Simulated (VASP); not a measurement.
# Bi (P-1) in VASP: single point with PBEsol

Aim: the single point of Bi with PBEsol.

Program: VASP 6.6.1. These are calculated values, not measurements. Logs are shortened: lines on timing, memory, paths and dates and some standing lists are left out, and cuts for length are marked.

### 1 The cell of the first run

The typed cell holds 2 atoms: a = 4.784 Å, b = 4.773 Å, c = 4.837 Å, α = 57.38°, β = 56.24°, γ = 56.98°.

### 2 Single point, PBEsol (all atoms moved at random, cell strained at random)

INCAR

```
ALGO     = Fast           # electronic algorithm
EDIFF    = 1E-6           # SCF threshold, eV
ENCUT    = 520            # plane-wave cutoff, eV
GGA      = PS             # functional
ISIF     = 2              # what is computed and relaxed
ISMEAR   = 0              # smearing method
LASPH    = T              # aspherical terms in the spheres
LCHARG   = F              # write CHGCAR
LREAL    = F              # projectors in reciprocal space
LWAVE    = F              # write WAVECAR
NBANDS   = 22             # bands
NELM     = 100            # most SCF steps
PREC     = Accurate       # precision mode
SIGMA    = 0.1            # smearing width, eV
```

KPOINTS

```
k-points
0
Gamma
  10 10 10
```

POSCAR

```
Bi
1.0
    2.2849710278      1.2667839743      4.0077536288
   -2.2735752873      1.3122439679      3.9861146718
    0.0450673795     -2.6759404821      4.0290990394
Bi
2
Direct
    0.2305706377      0.2284500919      0.2401404186
    0.7694293623      0.7715499081      0.7598595814
```

Potentials or basis: VASP PAW PBE potentials, release 64 (Bi_d).

On the command line:

```console
cat potpaw_PBE.64/Bi_d/POTCAR > POTCAR
mpirun -np 1 vasp_std > vasp.out
```

OUTCAR:

```text
EDIFF = 1E-6
   ENCUT = 520
   GGA = PS
   ISIF = 2
   ISMEAR = 0
   LASPH = T
   LREAL = F
   NELM = 100
   PREC = Accurate

 ion  position               nearest neighbor table
   1  0.231  0.228  0.240-   2 3.02   2 3.08   2 3.16   2 3.54   2 3.59   2 3.59
   2  0.769  0.772  0.760-   1 3.02   1 3.08   1 3.16   1 3.54   1 3.59   1 3.59

  LATTYP: Found a triclinic cell.
 ALAT       =     4.5588243399
 B/A-ratio  =     0.9946887650
 C/A-ratio  =     1.0469508159
 COS(alpha) =     0.0001782763
 COS(beta)  =     0.4751028348
 COS(gamma) =     0.4852343958

  Lattice vectors:

 A1 = (  -4.5585463151,   0.0454599936,  -0.0216389570)
 A2 = (  -2.2399036483,  -3.9427244564,   0.0213454106)
 A3 = (  -2.2735752873,   1.3122439679,   3.9861146718)

Analysis of symmetry for initial positions (statically):
=====================================================================
 Subroutine PRICEL returns:
 Original cell was already a primitive cell.

 Routine SETGRP: Setting up the symmetry group for a
 triclinic supercell.

 Subroutine GETGRP returns: Found  2 space group operations
 (whereof  2 operations were pure point group operations)
 out of a pool of  2 trial point group operations.

The static configuration has the point symmetry S_2 .

Analysis of symmetry for dynamics (positions and initial velocities):
=====================================================================
 Subroutine PRICEL returns:
 Original cell was already a primitive cell.

 Routine SETGRP: Setting up the symmetry group for a
 triclinic supercell.

 Subroutine GETGRP returns: Found  2 space group operations
 (whereof  2 operations were pure point group operations)
 out of a pool of  2 trial point group operations.

The dynamic configuration has the point symmetry S_2 .

 Subroutine INISYM returns: Found  2 space group operations
 (whereof  2 operations are pure point group operations),
 and found     1 'primitive' translations

----------------------------------------------------------------------------------------

                                     Primitive cell

  volume of cell :      72.4318

  direct lattice vectors                    reciprocal lattice vectors
     2.284971028  1.266783974  4.007753629     0.220259290  0.128950403  0.083179165
    -2.273575287  1.312243968  3.986114672    -0.218529962  0.124610481  0.085204856
[... 83 lines left out ...]
   ENCUT  =  520.0 eV  38.22 Ry    6.18 a.u.   8.90  8.87  8.99*2*pi/ulx,y,z
   NELM   =    100;   NELMIN=  2; NELMDL= -5     # of ELM steps
   EDIFF  = 0.1E-05   stopping-criterion for ELM
   LREAL  =      F    real-space projection
   EDIFFG = 0.1E-04   stopping-criterion for IOM
   NSW    =      0    number of steps for IOM
   IBRION =     -1    ionic relax: 0-MD 1-quasi-New 2-CG
   NFREE  =      0    steps in history (QN), initial steepest desc. (CG)
   ISIF   =      2    stress and relaxation
   ISYM   =      2    0-nonsym 1-usesym 2-fastsym
   POTIM  = 0.5000    time-step for ionic-motion
   TEBEG  =    0.0;   TEEND  =   0.0 temperature during run
   PSTRESS=    0.0 pullay stress
   NELECT =      30.0000    total number of electrons
   NUPDOWN=      -1.0000    fix difference up-down
   EMIN   =  10.00;   EMAX   =-10.00  energy-range for DOS
   EFERMI =   0.00;   METHOD = LEGACY
   ISMEAR =     0;   SIGMA  =   0.10  broadening in eV -4-tet -1-fermi 0-gaus
   EFERMI_NEDOS =   21; number of points for ismear=-14 and -15
   IALGO  =     68    algorithm
   IMIX   =      4    mixing-type and parameters
     AMIX     =   0.40;   BMIX     =  1.00
     AMIX_MAG =   1.60;   BMIX_MAG =  1.00
  volume/ion in A,a.u.               =      36.22       244.40
  Fermi-wavevector in a.u.,A,eV,Ry     =   1.220316  2.306063 20.261398  1.489171
  Thomas-Fermi vector in A             =   2.355537
   LORBIT       =      0    0 simple, 1 ext, 2 COOP (PROOUT), +10 PAW based schemes
   GGA     = PS    functional components
   LHFCALC =     F    Hartree Fock is set to
   AEXX    =    0.0000 exact exchange contribution
   IVDW    =     0    specifies the selected vdW correction
   LEPSILON=     F    determine dielectric tensor
   LRPA    =     F    only Hartree local field effects (RPA)
 non-spin polarized calculation
 RMM-DIIS sequential band-by-band and
 Gauss-broadening in eV      SIGMA  =   0.10
  energy-cutoff  :      520.00
  volume of cell :       72.43
 maximum number of plane-waves:      1978
   NGX = 17   NGY = 17   NGZ = 17

 number of electron      30.0000003 magnetization

 Free energy of the ion-electron system (eV)
  ---------------------------------------------------
  ext. energy  EPLUGINS =         0.00000000
  ---------------------------------------------------
  free energy    TOTEN  =        -8.57326668 eV

  energy without entropy =       -8.57219800  energy(sigma->0) =       -8.57273234

 E-fermi :   5.8243     XC(G=0):  -9.5619

 val. band max:        5.8189634709   @ k =  -0.4000   0.5000   0.4000
 cond. band min:       5.8319248884   @ k =   0.4000   0.1000   0.1000
 fundamental gap:      0.0129614175
 Fermi energy:         5.8242804317

 k-point     1 :       0.0000    0.0000    0.0000
  band No.  band energies     occupation
      1     -16.9910      2.00000
      2     -16.9528      2.00000
      3     -16.8335      2.00000
      4     -16.8252      2.00000
      5     -16.8090      2.00000
      6     -16.6582      2.00000
[... 589 lines left out ...]
     21      14.3575      0.00000
     22      15.2485      0.00000

 [... further k-points ...]

------------------------ aborting loop because EDIFF is reached ----------------------------------------

  FORCE on cell =-STRESS in cart. coord.  units (eV):
  Direction    XX          YY          ZZ          XY          YZ          ZX
  --------------------------------------------------------------------------------------
  -------------------------------------------------------------------------------------
  Total       -0.9100647     -0.3795604     -0.6036552      0.3480579      0.5911516     -0.3846502
  in kB      -20.1304682     -8.3958070    -13.3527451      7.6989782     13.0761661     -8.5083925
  external PRESSURE =     -13.9596734 kB  Pullay stress =       0.0000000 kB

 VOLUME and BASIS-vectors are now :
 -----------------------------------------------------------------------------
  energy-cutoff  :      520.00
  volume of cell :       72.43
      direct lattice vectors                 reciprocal lattice vectors
     2.284971028  1.266783974  4.007753629     0.220259290  0.128950403  0.083179165
    -2.273575287  1.312243968  3.986114672    -0.218529962  0.124610481  0.085204856
     0.045067379 -2.675940482  4.029099039    -0.002893818 -0.251548324  0.081160098

 POSITION                                       TOTAL-FORCE (eV/Angst)
 -----------------------------------------------------------------------------------
      0.01827     -0.05074      2.80225        -0.114457      0.215784      0.115774
      0.03819     -0.04618      9.22072         0.114457     -0.215784     -0.115774
 -----------------------------------------------------------------------------------
    total drift:                               -0.000000     -0.000000      0.000000

  FREE ENERGIE OF THE ION-ELECTRON SYSTEM (eV)
  ---------------------------------------------------
  free  energy   TOTEN  =        -8.5732666832 eV

  energy  without entropy=       -8.5721980037  energy(sigma->0) =       -8.57273234
```

OSZICAR:

```text
N       E                     dE             d eps       ncg     rms          rms(c)
DAV:   1     0.305903736262E+03    0.30590E+03   -0.16207E+04 22224   0.163E+03
DAV:   2     0.172965420554E+02   -0.28861E+03   -0.28141E+03 22494   0.432E+02
DAV:   3    -0.769016923380E+01   -0.24987E+02   -0.24734E+02 27054   0.142E+02
DAV:   4    -0.855493643612E+01   -0.86477E+00   -0.86441E+00 27806   0.292E+01
DAV:   5    -0.858967083733E+01   -0.34734E-01   -0.34734E-01 31696   0.523E+00    0.108E+00
RMM:   6    -0.857760193184E+01    0.12069E-01   -0.16907E-02 27030   0.143E+00    0.641E-01
RMM:   7    -0.857287273222E+01    0.47292E-02   -0.18001E-02 26111   0.134E+00    0.111E-01
RMM:   8    -0.857310949780E+01   -0.23677E-03   -0.45056E-03 31008   0.716E-01    0.267E-02
RMM:   9    -0.857326713242E+01   -0.15763E-03   -0.16676E-03 38532   0.315E-01    0.325E-02
RMM:  10    -0.857328592921E+01   -0.18797E-04   -0.14975E-04 37678   0.910E-02    0.395E-02
RMM:  11    -0.857328120584E+01    0.47234E-05   -0.27988E-05 28280   0.383E-02    0.279E-02
RMM:  12    -0.857326943764E+01    0.11768E-04   -0.19415E-05 27485   0.558E-02    0.147E-02
RMM:  13    -0.857326670547E+01    0.27322E-05   -0.50461E-06 24685   0.203E-02    0.997E-03
RMM:  14    -0.857326668318E+01    0.22286E-07   -0.11240E-06 13657   0.111E-02
   1 F= -.85732667E+01 E0= -.85727323E+01  d E =-.106868E-02
```

Wall time 7 min (1 thread of Intel Xeon Platinum 8488C (Sapphire Rapids), shared host); peak memory 0.68 GiB.

What came out:

```yaml
Free_energy: -8.5733 eV
Pressure: -1.4 GPa
Largest_force: 0.270 eV/Å
Band_gap_on_the_k_mesh: none (metal or under the smearing width)
```

Forces in eV/Å, atoms in the order of the input:
```
Bi  -0.114  0.216  0.116
Bi   0.114 -0.216 -0.116
```

Stress tensor (GPa, compression positive):
```
-2.01  0.77 -0.85
 0.77 -0.84  1.31
-0.85  1.31 -1.34
```

Caveat: the PAW data sets were made with another functional, which shifts forces and pressure a little; spin-orbit coupling is left out, which moves the levels of the heavy elements.
